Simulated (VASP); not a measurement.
A run of VASP 6.6.1 is set up as follows.

Contents of INCAR:

```
SYSTEM = Zr
ALGO = Normal
EDIFF = 1E-6
EDIFFG = -0.01
ENCUT = 600
GGA = PE
IBRION = 2
ISIF = 3
ISMEAR = 1
LASPH = .TRUE.
LCHARG = .FALSE.
LREAL = .FALSE.
LWAVE = .FALSE.
NELM = 80
NSW = 90
PREC = Accurate
PSTRESS = 53.4
SIGMA = 0.1
```

KPOINTS

```
k-points
0
G
  15 15 7
  0 0 0
```

File POSCAR:

```
Zr
1.0
    3.2320000000      0.0000000000      0.0000000000
   -1.6160000000      2.7989941050      0.0000000000
    0.0000000000      0.0000000000      5.1470000000
Zr
2
Direct
    0.3333333333      0.6666666667      0.2500000000
    0.6666666667      0.3333333333      0.7500000000
```

Potentials or basis: VASP PAW PBE potentials, release 64 (Zr_sv).

Launch:

```console
$ cat potpaw_PBE.64/Zr_sv/POTCAR > POTCAR
$ mpirun -np 1 vasp_std > vasp.out
```

Question: What does it give for the space group after relaxing (to 0.05 Å)?

Answer: P6_3/mmc (No. 194).

Question: What does it give for the band gap on the k mesh?

Answer: None (metal or under the smearing width).

Question: What does it give for the relaxed volume?

Answer: 22.20 Å³/atom.

Question: Estimate the relaxed cell.

Answer: a = 3.172 Å, b = 3.172 Å, c = 5.094 Å, α = 90.00°, β = 90.00°, γ = 120.00°.

Final structure:
```
CELL_PARAMETERS angstrom
3.17218 0.00000 0.00000
-1.58609 2.74719 0.00000
0.00000 0.00000 5.09389
ATOMIC_POSITIONS crystal
Zr 0.33333 0.66667 0.25000
Zr 0.66667 0.33333 0.75000
```

Caveat: the cell is relaxed towards a set pressure, so the enthalpy falls and the energy may rise.
